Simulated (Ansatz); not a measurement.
BaZrO3 in the perovskite structure

Computed with Ansatz (plane waves, PAW, 420 eV cutoff): PBE, scalar-relativistic, no spin polarisation, 8×8×8 k-mesh, Gaussian smearing of 0.05 eV; PAW files: Ansatz's generated set soft_2.

```
CELL_PARAMETERS angstrom
4.22839 0.00000 0.00000
0.00000 4.22839 0.00000
0.00000 0.00000 4.22839
ATOMIC_POSITIONS crystal
Ba 0.00000 0.00000 0.00000
Zr 0.50000 0.50000 0.50000
O 0.00000 0.50000 0.50000
O 0.50000 0.50000 0.00000
O 0.50000 0.00000 0.50000
```

The start was a prototype's sites filled with these elements; the Crystallography Open Database holds the compound in this structure. The ideal cubic cell shuts out tilts of the octahedra, which such structures often take.

The cell is relaxed to zero pressure at this level.

Path: Γ–X–M–Γ–R–X | R–M, with Γ = (0.000, 0.000, 0.000), X = (0.000, 0.500, 0.000), M = (0.500, 0.500, 0.000), R = (0.500, 0.500, 0.500) in reciprocal vectors of the calculation's cell.

Bands as a text map, energy in eV from the Fermi level (dashes), each leg drawn with the same width:
```
  2.86 |    *     *       *     *                    
  2.57 |   *              *              *           
  2.29 |         *         *   *                     
  2.00 |  *  ****          *              **         
  1.71 |*****               ***                      
  1.43 |                                             
  1.14 |                                             
  0.86 |                                             
  0.57 |                                             
  0.29 |                                             
  0.00 |---------------------------------------------
 -0.29 |                                             
 -0.57 |                                             
 -0.86 |                                             
 -1.14 |                                             
 -1.43 |                                             
 -1.71 |**          *****   **    *****     *********
 -2.00 | ********  *     **** *  **   ***  *   **    
 -2.29 |  *     ***********    ***     ** *      ** *
 -2.57 |****     ***************        **         **
 -2.86 |  ***   * **    ****  *           *       *  
 -3.14 |**********        ******        *  *         
 -3.43 |  *  ******      ***   **        ***     *   
 -3.71 |   *    * **** ** *    **      ****          
 -4.00 |         *    *   *      ********   *********
 -4.29 |    *      *     *      **** *** *    **     
 -4.57 |          *     **       **   ***      **    
 -4.86 |     *     **   *         ** **       *  *   
        Γ      X      M      Γ      R      XR       M
```

(1) By these bands, is it a metal or an insulator, and if it has a gap, where are the band edges on this path?

Answer:

(1) An insulator with a gap of 3.18 eV on the path, the valence band topping at R and the conduction band bottoming at Γ; the smallest direct gap is 3.40 eV.

Formal charges Ba²⁺, Zr⁴⁺, O²⁻ balance and leave closed shells on every ion, so a band insulator is expected, and the gap is 3.18 eV.

Within 0.6 eV of the edges the projected states are 98 % O 2p at the top of the valence band and 96 % Zr 4d at the bottom of the conduction band. The lowest excitation takes an electron from O back to Zr, as in ionic insulators.

Kohn–Sham gaps of semilocal functionals lie under measured ones, often by a third or more. Scalar-relativistic only: spin–orbit splittings of the heavy atoms' levels are missing.
